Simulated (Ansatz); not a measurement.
Al:

```xyz
1
Lattice="-1.5912 1.5912 1.5912 1.5912 -1.5912 1.5912 1.5912 1.5912 -1.5912" Properties=species:S:1:pos:R:3 pbc="T T T"
Al    0.0000    0.0000    0.0000
```

This isn't the form of Al at room conditions, which is fcc.

```yaml
Program: Ansatz 0.2.0
Task: relaxation of cell and atoms
Functional: HSEsol
Potentials_or_basis: Ansatz PAW
Cutoff: "420 eV (not typed: the program's choice for these potentials)"
k_mesh: 6 × 6 × 6
Occupations: fermi-dirac, width 0.05 eV
Spin: no spin polarisation
```

At the start: volume 16.12 Å³/atom.

**Question.** How do energy, volume and symmetry change on relaxing?

**Answer.** It ends after 4 steps and the volume is 16.58 Å³/atom (+2.9 %); space group Im-3m (No. 229, to 0.05 Å).

The path:
```csv
step,energy change (eV),largest force (eV/Å),volume (Å³)
1,0.0000,0.0000,16.12
2,-0.0032,0.0000,16.61
3,-0.0032,0.0000,16.58
4,-0.0034,0.0000,16.58
```

Final structure:
```xyz
1
Lattice="-1.6062 1.6062 1.6062 1.6062 -1.6062 1.6062 1.6062 1.6062 -1.6062" Properties=species:S:1:pos:R:3 pbc="T T T"
Al    0.0000    0.0000    0.0000
```

Caveat: the k mesh is coarse (spacing up to 0.47 Å⁻¹), so the values aren't converged, least of all with exact exchange; the plane-wave basis is chosen anew once the cell has moved, so the energies of steps on either side of that aren't comparable; the PAW data sets come from PBE, with cores solved anew for the run's functional, which leaves a small shift of forces and pressure.
